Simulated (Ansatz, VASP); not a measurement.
**Two plane-wave programs on CdS (Hawleyite)**

```xyz
2
Lattice="4.1246 0.0000 0.0000 2.0623 3.5720 0.0000 2.0623 1.1907 3.3677" Properties=species:S:1:pos:R:3 pbc="T T T"
Cd    0.0000    0.0000    0.0000
S     2.0623    1.1907    0.8419
```

Alike in both runs: task single point; functional PBEsol; k mesh 6 × 6 × 6; no spin polarisation.

|  | VASP | Ansatz |
| --- | --- | --- |
| version | VASP 6.6.1 | Ansatz 0.2.0 |
| potentials or method | VASP PAW PBE potentials, release 64 (Cd, S) | plane waves, PAW |
| plane-wave cutoff (eV) | 520 | 476 |
| occupations | gaussian, width 0.01 eV | fixed |
| valence electrons in the cell | 18 | 26 |

VASP gave:

```
gap on the k mesh at the Fermi level (eV) : 1.01
```

Q: Which values does Ansatz return?

A: gap on the k mesh at the Fermi level (eV): 1.00.

The two sets of potentials don't hold the same shells in valence.

 PBEsol gaps usually lie below the measured ones, often by a third to a half.
